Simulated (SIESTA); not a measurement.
Crystal: CaO.

```
Ca O
1.0
     0.00000    2.40356    2.40356
     2.40356    0.00000    2.40356
     2.40356    2.40356    0.00000
Ca O
1 1
Direct
  0.00000 0.00000 0.00000
  0.50000 0.50000 0.50000
```

The cell is a database's computed one.

Base run:

```yaml
Program: SIESTA 5.4.2
Functional: PBEsol
Potentials_or_basis: PseudoDojo 0.4 standard (PBEsol files)
Basis: DZP (energy shift 0.003 Ry; two zetas on semicore shells; d shell added on Ca)
Grid_cutoff: 800 Ry
Energy_shift: 0.003 Ry
k_mesh: 10 × 10 × 10
Occupations: fermi-dirac, width 0.05 eV
Spin: no spin polarisation
```

Its results: band gap on the k mesh 3.55 eV, indirect (least direct gap 3.93 eV); pressure -2.3 GPa.

Problem. The run is repeated on the same cell with these changes: functional from PBEsol to PBE; potentials or basis from PseudoDojo 0.4 standard (PBEsol files) to PseudoDojo 0.4 standard (PBE files). What comes out?

Solution. Band gap on the k mesh 3.63 eV, indirect (least direct gap 4.01 eV); pressure 2.2 GPa.

Caveats: the basis of atomic orbitals isn't converged, which shifts pressures, moduli and gaps; the basis holds too few empty states to meet the f-sum rule, so the spectrum is short of weight at high energy (some runs).
